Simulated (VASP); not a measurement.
Wanted: the native input for a VASP 6.6.1 run.

- Task: single point
- Functional: r2SCAN
- Potentials or basis: VASP PAW PBE potentials, release 64 (Zn, Cu)
- Cutoff: 520 eV
- k mesh: 9 × 9 × 4
- Occupations: gaussian, width 0.1 eV
- Spin: no spin polarisation
- Dipole correction: no
- Further INCAR settings: ALGO = Normal; EDIFF = 1e-06; NBANDS = 24

Crystal: ZnCu2.

```xyz
3
Lattice="2.5838 0.0000 0.0000 -1.2919 2.2377 0.0000 0.0000 0.0000 6.2934" Properties=species:S:1:pos:R:3 pbc="T T T"
Zn    0.0000    0.0000    0.0000
Cu    0.0000    1.4918    4.1671
Cu    1.2919    0.7459    2.1263
```

The cell comes from a database or a generator and needn't be the stable form of this composition.

The input as run:

POSCAR

```
ZnCu2
1.0
    2.5838256049      0.0000000000      0.0000000000
   -1.2919128025      2.2376586128      0.0000000000
    0.0000000000      0.0000000000      6.2933738000
Zn Cu
1 2
Direct
    0.0000000000      0.0000000000      0.0000000000
    0.3333333300      0.6666666700      0.6621414900
    0.6666666700      0.3333333300      0.3378585100
```

INCAR.step1

```
SYSTEM = ZnCu2
PREC = Accurate
ENCUT = 520
ISMEAR = 0
SIGMA = 0.1
LREAL = .FALSE.
LASPH = .TRUE.
NELM = 100
NBANDS = 24
GGA = PE
ALGO = Normal
EDIFF = 1E-4
LWAVE = .TRUE.
LCHARG = .FALSE.
```

INCAR.step2

```
SYSTEM = ZnCu2
PREC = Accurate
ENCUT = 520
EDIFF = 1E-6
ISMEAR = 0
SIGMA = 0.1
LREAL = .FALSE.
LASPH = .TRUE.
NELM = 100
ALGO = Normal
ISIF = 2
LWAVE = .FALSE.
LCHARG = .TRUE.
METAGGA = R2SCAN
LMIXTAU = .TRUE.
LELF = .TRUE.
LVHAR = .TRUE.
NBANDS = 24
ISTART = 1
```

KPOINTS

```
Automatic mesh
0
G
  9 9 4
  0 0 0
```

Potentials or basis: VASP PAW PBE potentials, release 64 (Zn, Cu).

Launch:

```console
$ cat potpaw_PBE.64/Zn/POTCAR potpaw_PBE.64/Cu/POTCAR > POTCAR
$ cp INCAR.step1 INCAR
$ mpirun -np 1 vasp_std > vasp.out
$ cp INCAR.step2 INCAR
$ mpirun -np 1 vasp_std > vasp.out
```

Results of the run:

```
Pressure               : 0.7 GPa
Largest force          : 0.010 eV/Å
Band gap on the k mesh : none (metal or under the smearing width)
```

Caveat: the PAW data sets were made with another functional, which shifts forces and pressure a little.

Wall time 100 s on 1 thread of AMD EPYC 9R45 96-Core Processor (Zen 5) (shared host), peak memory 0.15 GiB.
